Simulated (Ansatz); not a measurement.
## Varying the input for K

All trials start from this Ansatz input:

```yaml
crystal:
  lattice:
    - [-2.2081090471, 2.2081090471, 8.0458679461]
    - [2.2081090471, -2.2081090471, 8.0458679461]
    - [2.2081090471, 2.2081090471, -8.0458679461]
  atoms:
    - { symbol: K, position: [0.25, 0.75, 0.5] }
    - { symbol: K, position: [0.5, 0.5, 0.0] }
basis:
  ecutwfc: 420
kpoints:
  mp_grid: { grid: [6, 6, 6] }
hamiltonian:
  xc: pbe
scf:
  occupations: { method: gaussian, width: 0.1 }
output:
  forces: true
  stress: true
  eigenvalues: true
```

Command:

```bash
ansatz run input.yaml --threads 1 --pin off --max-ram 1331MiB --backend cpu --events-out ev --progress --plain --runs-dir out
```

The run converges in 7 SCF iterations on 30 irreducible k-points: pressure -0.05 GPa, no gap.

These settings were drawn at random to show what each does; none of the numbers is a converged property of the crystal. Each trial's input is given as a difference from the reference's; energies are extrapolated to zero smearing where there is one, and pressure is positive in compression. Charged cells sit in a uniform background, and their pressures hang on that convention.

Trial 1 (origin moved):

```diff
 crystal:
   atoms:
-    - { symbol: K, position: [0.25, 0.75, 0.5] }
-    - { symbol: K, position: [0.5, 0.5, 0.0] }
+    - { symbol: K, position: [0.62, 1.467, 1.168] }
+    - { symbol: K, position: [0.87, 1.217, 0.668] }
+total_charge: -2
 basis:
-  ecutwfc: 420
+  ecutwfc: "16 Ry"
 kpoints:
-  mp_grid: { grid: [6, 6, 6] }
+  mp_grid: { kspacing: 0.6 }
 scf:
-  occupations: { method: gaussian, width: 0.1 }
+  occupations: { method: fixed, width: 0.1 }
+  lower_state_search: "off"
+  n_extra_bands: 3
+  mixing: { algorithm: broyden, beta: 0.52, preconditioner: local_kerker }
+  initial_density: { chi_scale: 0, normalization: atom }
+  max_iter: 92
 output:
+  populations: true
```

The run converges in 9 SCF iterations on 13 irreducible k-points: pressure -2.44 GPa (with the neutralising background of the charged cell) (unreliable at so low a cutoff), no gap. It warns that bands overlap at the filling; that the cutoff lies under the recommended one, 420 eV for these potentials; that the bands looked metallic on the way; that the smearing width isn't read.

Trial 2 (volume scaled):

```diff
 crystal:
   lattice:
-    - [-2.2081090471, 2.2081090471, 8.0458679461]
-    - [2.2081090471, -2.2081090471, 8.0458679461]
-    - [2.2081090471, 2.2081090471, -8.0458679461]
+    - [-2.3200989822, 2.3200989822, 8.4539348531]
+    - [2.3200989822, -2.3200989822, 8.4539348531]
+    - [2.3200989822, 2.3200989822, -8.4539348531]
 kpoints:
-  mp_grid: { grid: [6, 6, 6] }
+  mp_grid: { kspacing: 0.64 }
 hamiltonian:
+  dispersion: d3bj
 scf:
-  occupations: { method: gaussian, width: 0.1 }
+  occupations: { method: fermi_dirac, width: 0.037 }
+  n_extra_bands: 20
+  eigensolver: { kind: davidson }
+  max_iter: 100
```

The run converges in 6 SCF iterations on 6 irreducible k-points: pressure -0.56 GPa, no gap.

Trial 3:

```diff
 hamiltonian:
-  xc: pbe
+  xc: pbesol
 scf:
+  convergence: { dr2_threshold: "1e-2 eV" }
```

The run converges in 6 SCF iterations on 30 irreducible k-points: pressure -0.17 GPa, no gap. It warns that the SCF threshold is loose for the forces; that the SCF threshold is loose for the stress.

Trial 4:

```diff
 scf:
-  occupations: { method: gaussian, width: 0.1 }
+  occupations: { method: cold, width: 0.052 }
+  eigensolver: { real_solve: false }
+  max_iter: 58
```

The run converges in 8 SCF iterations on 30 irreducible k-points: energy 0.03 meV per atom below the reference, pressure -0.05 GPa, no gap.

Trial 5:

```diff
 crystal:
+  symmetry: { detect: true }
 kpoints:
-  mp_grid: { grid: [6, 6, 6] }
+  mp_grid: { grid: [1, 1, 1] }
 scf:
+  mixing: { algorithm: msr1, ndim: 12 }
+  max_iter: 88
```

The run converges in 7 SCF iterations on 1 irreducible k-point: energy 1.19 eV per atom below the reference, pressure -1.25 GPa, gap on the sampled k-points 2.30 eV (the reference is a metal, so it comes from the sampling or the changed settings).

Trial 6 (origin moved):

```diff
 crystal:
   atoms:
-    - { symbol: K, position: [0.25, 0.75, 0.5] }
-    - { symbol: K, position: [0.5, 0.5, 0.0] }
+    - { symbol: K, position: [0.307, 1.459, 0.835] }
+    - { symbol: K, position: [0.557, 1.209, 0.335] }
 basis:
-  ecutwfc: 420
+  ecutwfc: 280
 hamiltonian:
-  xc: pbe
+  xc: pbesol
+  dispersion: d3bj
 scf:
+  mixing: { beta: 0.64, preconditioner: kerker }
+  initial_density: { chi_scale: 0, normalization: atom }
+  max_iter: 72
```

The run converges in 7 SCF iterations on 30 irreducible k-points: pressure -0.40 GPa, no gap. It warns that the cutoff lies under the recommended one, 420 eV for these potentials.

Trial 7:

```diff
+total_charge: -1
-basis:
-  ecutwfc: 420
+basis: {}
 kpoints:
-  mp_grid: { grid: [6, 6, 6] }
+  mp_grid: { grid: [2, 2, 2], shift: [0.5, 0.5, 0] }
 hamiltonian:
-  xc: pbe
+  xc: lda
 scf:
+  algorithm: direct_min
+  max_iter: 68
```

The run converges in 6 SCF iterations on 3 irreducible k-points: pressure -1.91 GPa (with the neutralising background of the charged cell), no gap. It warns that the mesh lowers the symmetry.